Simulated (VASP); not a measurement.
# WC (lda) (P-6m2) in VASP: a series of runs, part 2 of 2

VASP 6.6.1. Earlier steps stand in the parts before.

### 4 Single point, LDA (cell and atoms relaxed tightly for response)

INCAR

```
ALGO = Fast
EDIFF = 1E-6
ENCUT = 520
ISIF = 2
ISMEAR = -1
LASPH = T
LCHARG = F
LREAL = F
LWAVE = F
NBANDS = 16
NELM = 100
PREC = Accurate
SIGMA = 0.15
```

KPOINTS

```
k-points
0
Gamma
  18 18 16
```

POSCAR

```
WC
1.0
    2.8846459329      0.0000000000      0.0000000000
   -1.4423229665      2.4981766588      0.0000000000
    0.0000000000      0.0000000000      2.8111947595
W C
1 1
Direct
    0.0000000000      0.0000000000      0.0000000000
    0.6666666667      0.3333333333      0.5000000000
```

Potentials or basis: VASP PAW LDA potentials, release 64 (W_sv, C).

Command:

```bash
> cat potpaw_LDA.64/W_sv/POTCAR potpaw_LDA.64/C/POTCAR > POTCAR
> mpirun -np 1 vasp_std > vasp.out
```

OUTCAR:

```text
EDIFF = 1E-6
   ENCUT = 520
   ISIF = 2
   ISMEAR = -1
   LASPH = T
   LREAL = F
   NELM = 100
   PREC = Accurate

 ion  position               nearest neighbor table
   1  0.000  0.000  0.000-   2 2.18   2 2.18   2 2.18   2 2.18   2 2.18   2 2.18
   2  0.667  0.333  0.500-   1 2.18   1 2.18   1 2.18   1 2.18   1 2.18   1 2.18

  LATTYP: Found a hexagonal cell.
 ALAT       =     2.8846459329
 C/A-ratio  =     0.9745371962

  Lattice vectors:

[... 643 lines left out ...]
 [... further k-points ...]

------------------------ aborting loop because EDIFF is reached ----------------------------------------

  FORCE on cell =-STRESS in cart. coord.  units (eV):
  Direction    XX          YY          ZZ          XY          YZ          ZX
  --------------------------------------------------------------------------------------
  -------------------------------------------------------------------------------------
  Total        0.3319296      0.3319296      0.3960135     -0.0000000      0.0000000      0.0000000
  in kB       26.2512501     26.2512501     31.3194411     -0.0000000      0.0000000      0.0000000
  external PRESSURE =      27.9406471 kB  Pullay stress =       0.0000000 kB

 VOLUME and BASIS-vectors are now :
 -----------------------------------------------------------------------------
  energy-cutoff  :      520.00
  volume of cell :       20.26
      direct lattice vectors                 reciprocal lattice vectors
     2.884645933  0.000000000  0.000000000     0.346662995  0.200145974  0.000000000
    -1.442322966  2.498176659  0.000000000     0.000000000  0.400291948  0.000000000
     0.000000000  0.000000000  2.811194760     0.000000000  0.000000000  0.355720640

 POSITION                                       TOTAL-FORCE (eV/Angst)
 -----------------------------------------------------------------------------------
      0.00000      0.00000      0.00000         0.000000      0.000000      0.000000
      1.44232      0.83273      1.40560        -0.000000      0.000000      0.000000
 -----------------------------------------------------------------------------------
    total drift:                                0.000000     -0.000000      0.000000

  FREE ENERGIE OF THE ION-ELECTRON SYSTEM (eV)
  ---------------------------------------------------
  free  energy   TOTEN  =       -24.7104563848 eV

  energy  without entropy=      -24.6864993957  energy(sigma->0) =      -24.69847789
```

stdout:

```text
POSCAR found type information on POSCAR W C
 POSCAR found :  2 types and       2 ions
 scaLAPACK will be used
 LDA part: xc-table for (Slater(with rela. corr.)+CA(PZ))
 , standard interpolation
 POSCAR, INCAR and KPOINTS ok, starting setup
 FFT: planning ... GRIDC
 FFT: planning ... GRID_SOFT
 FFT: planning ... GRID
 WAVECAR not read
 entering main loop
WARNING in EDDRMM: call to ZHEGV failed, returncode =   8  4     11
WARNING in EDDRMM: call to ZHEGV failed, returncode =   8  4     14
WARNING in EDDRMM: call to ZHEGV failed, returncode =   8  4     14
```

Run time: 34 s. Hardware: 1 thread of Intel Xeon 6975P-C (Granite Rapids), shared host; peak memory 0.21 GiB.

Results:

| Property | Result |
| --- | --- |
| Free energy | -24.7105 eV |
| Pressure | 2.8 GPa |
| Band gap on the k mesh | none (metal or under the smearing width) |

Stress tensor (GPa, compression positive):
```
2.63 0.00 0.00
0.00 2.63 0.00
0.00 0.00 3.13
```

Spin-orbit coupling is left out, which matters for the levels of W.

### 5 Relaxation of cell and atoms, LDA (cell and atoms relaxed tightly for response)

INCAR

```
SYSTEM = WC
  PREC = Accurate
  ENCUT = 600
  EDIFF = 1E-6
  ISMEAR = -1
  SIGMA = 0.15
  LREAL = .False.
  LASPH = .True.
  NELM = 100
  ALGO = Fast
  ISIF = 3
  LWAVE = .False.
  LCHARG = .False.
  IBRION = 2
  NSW = 80
  EDIFFG = -0.001
```

KPOINTS

```
Automatic mesh
0
Gamma
  18 18 16
  0 0 0
```

POSCAR

```
WC
1.0
    2.8835783792      0.0000000000      0.0000000000
   -1.4417891896      2.4972521302      0.0000000000
    0.0000000000      0.0000000000      2.8124809438
W C
1 1
Direct
    0.0000000000      0.0000000000      0.0000000000
    0.6666666667      0.3333333333      0.5000000000
```

Command:

```bash
> cat potpaw_LDA.64/W_sv/POTCAR potpaw_LDA.64/C/POTCAR > POTCAR
> mpirun -np 1 vasp_std > vasp.out
```

Run time: 2.9 min. Hardware: 1 thread of Intel Xeon 6975P-C (Granite Rapids), shared host; peak memory 0.24 GiB.

The run converged. Its results:

- Free energy: -24.7128 eV
- Relaxed volume: 10.19 Å³/atom
- Relaxed cell: a = 2.890 Å, b = 2.890 Å, c = 2.817 Å, α = 90.00°, β = 90.00°, γ = 120.00°
- Space group after relaxing (to 0.05 Å): P-6m2 (No. 187)
- Energy gained by relaxing: 0.6 meV/atom
- Ionic steps: 16
- Pressure after relaxing: 0.0 GPa
- Band gap on the k mesh: none (metal or under the smearing width)

Step by step:
```
step  energy change (eV)  largest force (eV/Å)  pressure (GPa)  volume (Å³)
   1              0.0000                0.0000            2.76        20.25
   2              0.0082                0.0000           -7.70        20.77
   3             -0.0011                0.0000           -0.03        20.39
   4             -0.0011                0.0000           -0.04        20.38
   5             -0.0008                0.0000            1.35        20.32
   6             -0.0011                0.0000            0.05        20.38
   7             -0.0011                0.0000            0.06        20.38
   8             -0.0011                0.0000            0.04        20.38
   9             -0.0011                0.0000            0.05        20.38
  10             -0.0011                0.0000            0.04        20.38
  11             -0.0011                0.0000            0.05        20.38
  12             -0.0011                0.0000            0.05        20.38
  13             -0.0011                0.0000           -0.09        20.39
  14             -0.0011                0.0000           -0.07        20.38
  15             -0.0011                0.0000           -0.03        20.38
  16             -0.0011                0.0000            0.01        20.38
```

Final structure:
```
W C
1.0
     2.89036    0.00000    0.00000
    -1.44518    2.50313    0.00000
     0.00000    0.00000    2.81712
W C
1 1
Direct
  0.00000 0.00000 0.00000
  0.66667 0.33333 0.50000
```

Levels at points of the mesh, in eV from the Fermi level:
| k point | band 5 | band 6 | band 7 | band 8 | band 9 | band 10 | band 11 | band 12 | band 13 |
| --- | --- | --- | --- | --- | --- | --- | --- | --- | --- |
| (0.00, 0.00, 0.00) | -14.46 | -4.46 | -3.46 | -3.46 | 0.09 | 3.23 | 3.23 | 5.67 | 5.67 |
| (0.50, 0.00, 0.00) | -11.04 | -7.08 | -3.73 | -3.70 | -0.49 | 2.32 | 4.56 | 4.94 | 6.90 |
| (0.00, 0.00, 0.50) | -10.24 | -8.75 | -2.12 | -2.12 | -0.68 | -0.68 | 3.71 | 4.49 | 4.49 |
| (0.50, 0.00, 0.50) | -11.31 | -6.58 | -4.46 | -4.18 | 0.35 | 4.47 | 5.39 | 6.81 | 9.28 |
